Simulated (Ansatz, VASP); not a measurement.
TaN: VASP beside Ansatz

The input INCAR:

```
SYSTEM = TaN
PREC = Accurate
ENCUT = 520
EDIFF = 1E-6
ISMEAR = 0
SIGMA = 0.05
LREAL = .FALSE.
LASPH = .TRUE.
NELM = 150
ALGO = Normal
ISIF = 2
LWAVE = .FALSE.
LCHARG = .FALSE.
ISPIN = 2
MAGMOM = 2 0
LORBIT = 11
LMAXMIX = 4
GGA = PE
NBANDS = 19
```

Contents of KPOINTS:

```
Automatic mesh
0
G
  10 10 8
  0 0 0
```

File POSCAR:

```
TaN
1.0
    2.9380011098      0.0000000000      0.0000000000
   -1.4690005548      2.5443835975      0.0000000000
    0.0000000000      0.0000000000      2.8830022093
Ta N
1 1
Direct
    0.3333333333      0.6666666667      0.5000000000
    0.0000000000      0.0000000000      0.0000000000
```

Input for Ansatz:

```yaml
crystal:
  lattice:
    - [2.9380011098, 0.0, 0.0]
    - [-1.4690005548, 2.5443835975, 0.0]
    - [0.0, 0.0, 2.8830022093]
  atoms:
    - { symbol: Ta, position: [0.3333333333, 0.6666666667, 0.5], spin: 2.0 }
    - { symbol: "N", position: [0.0, 0.0, 0.0] }
basis:
  ecutwfc: 420
  ecutrho_ratio: 4
kpoints:
  mp_grid: { grid: [10, 10, 8] }
hamiltonian:
  xc: pbe
scf:
  occupations: { method: gaussian, width: 0.05 }
output:
  forces: true
  stress: true
  eigenvalues: true
  populations: true
magnetization:
  spin_polarized: true
```

Alike in both runs: task single point; functional PBE; k mesh 10 × 10 × 8; occupations gaussian, width 0.05 eV; collinear spin.

|  | VASP | Ansatz |
| --- | --- | --- |
| version | VASP 6.6.1 | Ansatz 0.2.0 |
| potentials or method | VASP PAW PBE potentials, release 64 (Ta_pv, N) | scalar-relativistic, plane waves, PAW |
| plane-wave cutoff (eV) | 520 | 420 |
| valence electrons in the cell | 16 | 18 |

```tsv
	VASP	Ansatz	Ansatz less VASP
gap on the k mesh at the Fermi level (eV)	none	none	-
pressure (GPa)	5.4	4.7	-0.72
largest component of the traceless stress (GPa)	0.94	0.83	-0.114
net moment per atom (μB)	0.00	0.00	0.000
```

A gap of «none» marks a metal or a gap that the smearing closes. The two sets of potentials don't hold the same shells in valence. Ansatz warned: «seeded_moment_not_kept».

The runs have no spin-orbit coupling, so splittings on Ta are missing.
